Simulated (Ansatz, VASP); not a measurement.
## One calculation of AlFe, two programs

```xyz
2
Lattice="2.8743 0.0000 0.0000 0.0000 2.8743 0.0000 0.0000 0.0000 2.8743" Properties=species:S:1:pos:R:3 pbc="T T T"
Al    0.0000    0.0000    0.0000
Fe    1.4372    1.4372    1.4372
```

Alike in both runs: functional PBE; k mesh 14 × 14 × 14; occupations gaussian, width 0.1 eV; collinear spin.

Ansatz relaxed the structure, and its values are those at the end. VASP's run is a single point on that final structure, the one shown.

|  | VASP | Ansatz |
| --- | --- | --- |
| version | VASP 6.6.1 | Ansatz 0.2.0 |
| potentials or method | VASP PAW PBE potentials, release 64 (Al, Fe) | scalar-relativistic, plane waves, PAW |
| plane-wave cutoff (eV) | 520 | 420 |
| valence electrons in the cell | 11 | 19 |

Ansatz gave:

- gap on the k mesh at the Fermi level (eV): none
- pressure (GPa): 0.0
- net moment per atom (μB): 0.34
- size of the moment on the site where the two differ most (μB): 0.70

Q: Estimate VASP's values.

A: gap on the k mesh at the Fermi level (eV): none; pressure (GPa): 0.0; net moment per atom (μB): 0.33; size of the moment on the site where the two differ most (μB): 0.71.

Site moments also hang on the region over which each program counts them. A gap of «none» marks a metal or a gap that the smearing closes. The two sets of potentials don't hold the same shells in valence.
